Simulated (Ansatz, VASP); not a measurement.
## Cross-check of SnCl4 between VASP and Ansatz

Wanted: the spread between two codes on one cell, functional and k mesh. Of the first pair: The structure shown is the start of the Ansatz relaxation below; VASP solves that cell, so the two are compared at the walk's first step.

Program: Ansatz 0.2.0. Level of theory: plane waves, with VASP 6.6.1 beside it; PBE. Results are calculated unless marked as measured.

## 1. The structure

The cell holds 5 atoms: 1 Sn and 4 Cl. Its edges and angles: a = 5.838 Å, b = 8.256 Å, c = 34.636 Å, α = 90.0°, β = 90.0°, γ = 45.0°. Vacuum lies along c. The height across the vacuum is the one that the program set for its solve, not the one typed.

Structure file:

```cif
data_structure
_symmetry_space_group_name_H-M 'P 1'
_symmetry_Int_Tables_number 1
_cell_length_a 5.8377
_cell_length_b 8.2558
_cell_length_c 34.6361
_cell_angle_alpha 90.000
_cell_angle_beta 90.000
_cell_angle_gamma 45.000
_cell_volume 1180.37
loop_
_atom_site_label
_atom_site_type_symbol
_atom_site_fract_x
_atom_site_fract_y
_atom_site_fract_z
_atom_site_occupancy
Sn1 Sn 0.00000 0.00000 0.28523 1
Cl2 Cl 0.50000 0.50000 0.28523 1
Cl3 Cl 0.50000 0.00000 0.28523 1
Cl4 Cl 0.00000 0.00000 0.36345 1
Cl5 Cl 0.00000 0.00000 0.20702 1
```

## 2. Ansatz: relaxation, PBE

Ansatz runs on its default PAW (the set named soft_2) files.

The two programs are compared at the cell with which this relaxation starts, whose forces are those of its first step.

input.yaml reads:

```yaml
crystal:
  lattice:
    - [5.83773842, 0.0, 0.0]
    - [5.83773842, 5.83773842, 0.0]
    - [0.0, 0.0, 19.75882]
  atoms:
    - { symbol: Sn, position: [0.0, 0.0, 0.5] }
    - { symbol: Cl, position: [0.5, 0.5, 0.5] }
    - { symbol: Cl, position: [0.5, 0.0, 0.5] }
    - { symbol: Cl, position: [0.0, 0.0, 0.637104] }
    - { symbol: Cl, position: [0.0, 0.0, 0.362896] }
  periodic: [true, true, false]
kpoints:
  mp_grid: { grid: [7, 7, 1] }
scf:
  occupations: { method: fermi_dirac, width: 0.05 }
hamiltonian:
  xc: pbe
  pseudopotentials: { kind: paw }
output:
  forces: true
  stress: true
relax:
  f_tol: 0.02
  max_steps: 50
  cell: {}
```

Launch:

```bash
$ ansatz run input.yaml --threads 4 --pin off --max-ram 8192MiB --backend cpu --events-out ev --progress --plain --runs-dir out
```

Numbers of over 12 decimals in the logs are rounded to 6 here.

The log of the run:

```text
Warning: crystal.periodic: the lattice vector that does not repeat stood 0.000° off the slab's normal, 19.759 Å along it as the deck builds it. The run solves the slab on a vector along the normal, 34.636 Å long, with every atom where it was (on the deck's vector they left 14.34 Å outside them, and the widest stretch free of ions among them is 2.71 Å). A fractional position that the run reports is one of the run's ce [...]
crystal.periodic: the lattice vector that does not repeat stood 0.000° off the slab's normal, 19.759 Å along it as the deck builds it. The run solves the slab on a vector along the normal, 34.636 Å long, with every atom where it was (on the deck's vector they left 14.34 Å outside them, and the widest stretch free of ions among them is 2.71 Å). A fractional position that the run reports is one of the run's cell, which [...]
Engine: ansatz 0.2.0, x86_64-unknown-linux-gnu
Pseudopotentials: kind: paw
Pseudopotential: Sn, paw, valence charge 14, recommended cutoff 420 eV (normal), Sn.paw.azcp
Pseudopotential: Cl, paw, valence charge 7, recommended cutoff 420 eV (normal), Cl.paw.azcp
Functional definition: PBE
  parameter kappa = 0.804
  parameter beta = 0.066725
  exchange = pbe_x(kappa = kappa, mu = beta*pi^2/3)
  correlation = pbe_c(beta = beta)
Crystal: 5 atoms, lattice volume = 1180.369 Å³
Basis set: ecut = 420 eV, 23055 PW (Γ), exchange–correlation on 80×120×480 points (8 copies of the dense FFT grid, shifted against one another)
Bands: 26, of which v1, the nominal top of the filled ones, is band 21 counted from 1 (20 counted from 0)
Symmetry: 16 space group operations
Space group: P4/mmm (ITA 123), of the structure as read, at distance tolerance 1.1e-4 Å
k-points: 10 of 49
Non-local potential: Sn, projectors of the file, l = 0: 2, l = 1: 2, l = 2: 2, l = 3: 2
Non-local potential: Cl, projectors of the file, l = 0: 2, l = 1: 2, l = 2: 2
PAW form: soft (Blöchl's): semilocal exchange-correlation on the pseudo side does not see the compensation charge
PAW one-centre angular grid: Sn, 590 points (default); XC on 64 Gauss nodes
PAW one-centre angular grid: Cl, 110 points (default); XC on 64 Gauss nodes
Initial density: superposition of atomic densities (neutral atoms: chi_scale 0, normalization atom), corrected by the library's trained network
Initial wavefunctions: pseudopotential atomic-orbital guess
Functional: x = pbe(κ = 0.804, μ = 0.219515), c = pbe(β = 0.066725)
SCF iter   1: F=—  HF=-10344.043038 eV  |F-HF|=—  |Δ(HF+E_count)|=         —  Δρ=1.50e-3  dr2=7.47e-2  ethr=1.77e-3  ⟨swp⟩=9.8  Hψ=1578  notcnv=0
preconditioner: auto → LDOS  [metal: Δε(μ)=0.066 eV  Ē_g=8.841 eV  σ=0.050 eV  W_gap=0.29  n_scr=80 (ndim 8)  ℏωp=6.1 eV  f_vac=0.812  D(μ)=4.51/eV (n_scr^D=8)  β→1.0]
[...]
SCF iter   6: F=—  HF=-10345.998573 eV  |F-HF|=—  |Δ(HF+E_count)|=   3.02e-6  Δρ=9.59e-6  dr2=8.09e-7  ethr=1.59e-8  ⟨swp⟩=2.6  Hψ=460  notcnv=0  defer=5
SCF iter   7: F=-10345.998573 eV  HF=-10345.998573 eV  |F-HF|=9.47e-9  |Δ(HF+E_count)|=   2.72e-7  Δρ=2.29e-6  dr2=3.56e-8  ethr=1.19e-9  ⟨swp⟩=6.3  Hψ=1200  notcnv=0
SCF 5 converged in 7 iterations: F = -10345.998573 eV  dr2 = 3.56e-8
relax step   5: F+E_penalty+E_count = -10345.99857345 eV  Δ(F+E_penalty+E_count) = -1.632e-1 eV  max|allowed force component| = 3.158e-1 eV/Å  Δτ_max = 0.0713 Å  P = +0.242 N/m  Ω = 917.891 Å³  energy of the carried Pulay correction = +2.334e-3 eV  fix = [c, alpha, beta]  reactions: c +0.000 N/m  (7 SCF iters, dr2 threshold 5.00e-7 eV, accepted)
[...]
relax step   6: F+E_penalty+E_count = -10346.00975785 eV  Δ(F+E_penalty+E_count) = -1.118e-2 eV  max|allowed force component| = 2.651e-2 eV/Å  Δτ_max = 0.0261 Å  P = +0.115 N/m  Ω = 924.694 Å³  energy of the carried Pulay correction = +2.266e-3 eV  fix = [c, alpha, beta]  reactions: c +0.000 N/m  (5 SCF iters, dr2 threshold 5.00e-7 eV, accepted)
[...]
relax step   7: F+E_penalty+E_count = -10346.01019957 eV  Δ(F+E_penalty+E_count) = -4.417e-4 eV  max|allowed force component| = 8.482e-3 eV/Å  Δτ_max = 0.0025 Å  P = -0.036 N/m  Ω = 930.575 Å³  energy of the carried Pulay correction = +2.208e-3 eV  fix = [c, alpha, beta]  reactions: c +0.000 N/m  (5 SCF iters, dr2 threshold 4.39e-8 eV, accepted)
[...]
relax step   8: F+E_penalty+E_count = -10346.00755167 eV  Δ(F+E_penalty+E_count) = +2.648e-3 eV  max|allowed force component| = 6.518e-3 eV/Å  Δτ_max = 0.0000 Å  P = -0.036 N/m  Ω = 930.575 Å³  fix = [c, alpha, beta]  reactions: c +0.000 N/m  stress off target by 3.63e-2 N/m on what of the cell is left free  SCF on the basis re-selected at this cell (its energy is not comparable with the rows above)  (7 SCF iters)
basis re-selected at this cell: Δ(F+E_penalty+E_count) = +2.648e-3 eV, ΔP = -0.000 N/m vs the last step (what re-selecting the basis moved, of the pressure what is left beyond the Pulay correction that the steps carried, after the strain that the cell walked since its last selection, with what the two solves' SCF thresholds leave and, on support functions, any second-order correction that the steps lacked; it is no measure of the basis error at this ecutwfc). The dense FFT grid was sized anew with the basis: this SCF ran on 36×50×240 points, the steps before it on 40×60×240, so part of this shift can come from that change (see relax.cell in the input reference). [rest of the remark cut]
SCF converged after 7 iterations
Free energy (F): -10346.007552 eV
Harris-Foulkes:  -10346.007552 eV  (|F-HF|=1.46e-11)
Internal energy: -10346.007551 eV  (E = F + TS)
E sigma→0 (E₀):  -10346.007551 eV
Entropy (-TS):   -0.000001 eV (-0.000 meV/atom)
Fermi energy:    -7.075099 eV
--- Per-component energies (eV) ---
  E_band       = -685.250454
  E_kinetic    = 827.564866
  E_local      = -44783.341770  (includes V_loc(G=0)·N_el)
  E_nonlocal   = 83.803997
  E_hartree    = 22058.963361
  E_xc         = -806.063392
  E_vxc        = -578.046851  (∫ρ·V_xc dr)
  E_paw        = -6780.122554  (= ΣΔE_a)
  E_vpaw       = -353.157805  (= ΣTr[D̂ρ^β])
  E_aug_tail   = 0.000364  (compensation charges beyond the density's cutoff)
  E_ewald      = 19053.187578
  E_smearing   = -0.000001  (= −TS)
  E_closure    = -0.000000  (closes the sum)
  Σ components = -10346.007552   (vs F -10346.007552, Δ=0.00e0)
--- Forces (eV/Å), atoms counted from 1 ---
  atom   1  Sn     0.00000000     0.00000000     0.00000000
  atom   2  Cl     0.00000000    -0.00000000     0.00000000
  atom   3  Cl     0.00000000    -0.00000000     0.00000000
  atom   4  Cl     0.00000000     0.00000000    -0.00651818
  atom   5  Cl     0.00000000     0.00000000     0.00651818
  max |Σ_I F_I| component: 7.89e-30 eV/Å
--- 2D stress c σ (N/m, compression-positive) ---
       -0.036333       0.000000       0.000000
        0.000000      -0.036333       0.000000
        0.000000       0.000000       0.000000
  P = ½ c Tr σ = -0.0363 N/m
--- Relaxed structure (7 steps of the walk, 7 accepted, 1 SCFs on fresh bases) ---
  F+E_penalty+E_count = -10346.00755167 eV   max|allowed force component| = 6.518e-3 eV/Å   (the final SCF, on the basis selected at the relaxed cell)
  cell:  # Å, volume = 930.5749 Å³
    - [5.183361, 0, 0.0]
    - [5.183361, 5.183361, 0.0]
    - [0.0, 0.0, 34.63605302912]
  atoms:
    - { symbol: Sn, position: [0, 0, 0.285235] }
    - { symbol: Cl, position: [0.500000, 0.5, 0.285235] }
    - { symbol: Cl, position: [0.500000, 0, 0.285235] }
    - { symbol: Cl, position: [0, 0, 0.352479] }
    - { symbol: Cl, position: [0, 0, 0.217991] }
```

## 3. VASP: single point, PBE, start cell, pair 1

The same cell, functional, mesh and smearing now go to VASP, with its own data sets.

Lines of VASP's logs that name or quote its potential files are left out, and so is its time.

INCAR reads:

```
SYSTEM = SnCl4
PREC = Accurate
ENCUT = 400
EDIFF = 1E-06
NELM = 120
ISMEAR = -1
SIGMA = 0.05
LREAL = .FALSE.
ALGO = Normal
GGA = PE
NBANDS = 27
LORBIT = 11
LWAVE = .FALSE.
LCHARG = .FALSE.
ISIF = 2
LDIPOL = .TRUE.
IDIPOL = 3
DIPOL = 0.5 0.5 0.285
LVHAR = .TRUE.
LASPH = .TRUE.
GGA_COMPAT = .FALSE.
EFERMI = MIDGAP
NELMDL = -8
KPAR = 2
```

POSCAR reads:

```
SnCl4
1.0
    5.8377380000      0.0000000000      0.0000000000
    5.8377380000      5.8377380000      0.0000000000
    0.0000000000      0.0000000000     34.6360530000
Sn Cl
1 4
Direct
    0.0000000000      0.0000000000      0.2852348678
    0.5000000000      0.5000000000      0.2852348678
    0.5000000000      0.0000000000      0.2852348678
    0.0000000000      0.0000000000      0.3634485431
    0.0000000000      0.0000000000      0.2070211926
```

KPOINTS reads:

```
Automatic mesh
0
Gamma
7 7 1
0 0 0
```

Potentials, in the order of the species: Sn_d and Cl (PBE family, release 64).

Launch:

```bash
$ mpirun -np 2 vasp_std
```

The log of the run:

```text
[banner, memory and clock lines left out]
running    2 mpi-ranks, on    1 nodes
 distrk:  each k-point on    1 cores,    2 groups
 distr:  one band on    1 cores,    1 groups

 POSCAR found type information on POSCAR SnCl
 POSCAR found :  2 types and       5 ions
 LDA part: xc-table for (Slater+PW92), standard interpolation
 POSCAR, INCAR and KPOINTS ok, starting setup
 FFT: planning ... GRIDC
 FFT: planning ... GRID_SOFT
 FFT: planning ... GRID
 WAVECAR not read
 entering main loop
       N       E                     dE             d eps       ncg     rms          rms(c)
DAV:   1     0.343992076353E+03    0.34399E+03   -0.12121E+04   644   0.836E+02
DAV:   2     0.753424385912E+02   -0.26865E+03   -0.26250E+03   815   0.199E+02
DAV:   3    -0.963281354852E+01   -0.84975E+02   -0.84108E+02   623   0.108E+02
DAV:   4    -0.147976103828E+02   -0.51648E+01   -0.51211E+01   725   0.363E+01
DAV:   5    -0.148945440336E+02   -0.96934E-01   -0.96873E-01   681   0.564E+00
DAV:   6    -0.148972889015E+02   -0.27449E-02   -0.27446E-02   667   0.989E-01
DAV:   7    -0.148974217967E+02   -0.13290E-03   -0.13289E-03   718   0.211E-01
DAV:   8    -0.148974278798E+02   -0.60832E-05   -0.60825E-05   735   0.403E-02    0.583E+00
DAV:   9    -0.131709072074E+02    0.17265E+01   -0.20658E+00   756   0.126E+01    0.382E+00
DAV:  10    -0.130160054750E+02    0.15490E+00   -0.45970E-01   705   0.339E+00    0.172E+00
DAV:  11    -0.130113353024E+02    0.46702E-02   -0.15582E-01   661   0.260E+00    0.104E+00
DAV:  12    -0.129901968794E+02    0.21138E-01   -0.35544E-02   640   0.130E+00    0.271E-01
DAV:  13    -0.129929943609E+02   -0.27975E-02   -0.14287E-02   610   0.576E-01    0.252E-01
DAV:  14    -0.129935467801E+02   -0.55242E-03   -0.62671E-04   661   0.167E-01    0.162E-01
[...]
DAV:  21    -0.129973876824E+02   -0.94820E-04   -0.71610E-06   562   0.825E-03    0.116E-03
DAV:  22    -0.129974238319E+02   -0.36150E-04   -0.10817E-06   474   0.394E-03    0.920E-04
DAV:  23    -0.129974572121E+02   -0.33380E-04   -0.15599E-06   543   0.374E-03    0.857E-04
DAV:  24    -0.129974632674E+02   -0.60554E-05   -0.88425E-08   420   0.130E-03    0.440E-04
DAV:  25    -0.129974689694E+02   -0.57020E-05   -0.12153E-07   394   0.128E-03    0.716E-04
DAV:  26    -0.129974709978E+02   -0.20284E-05   -0.29620E-08   397   0.914E-04    0.164E-04
DAV:  27    -0.129974721269E+02   -0.11291E-05   -0.14428E-08   391   0.609E-04    0.201E-04
DAV:  28    -0.129974725236E+02   -0.39668E-06   -0.58740E-10   373   0.391E-04
   1 F= -.12997473E+02 E0= -.12973422E+02  d E =-.481016E-01
```

[end of part 1 of 2]

[Lines on the potential files, build, host, timing and source positions are cut from VASP's logs without a mark.]

[Logs are printed without paths, hosts, clocks, repeated set-up lines and the standing remarks that a program may print on its own settings, such as how far it seeks lower states.]

[Hosts, paths, dates, database ids (printed as entryN), source tags and the programs' standing remarks are cut or masked in the printed files.]
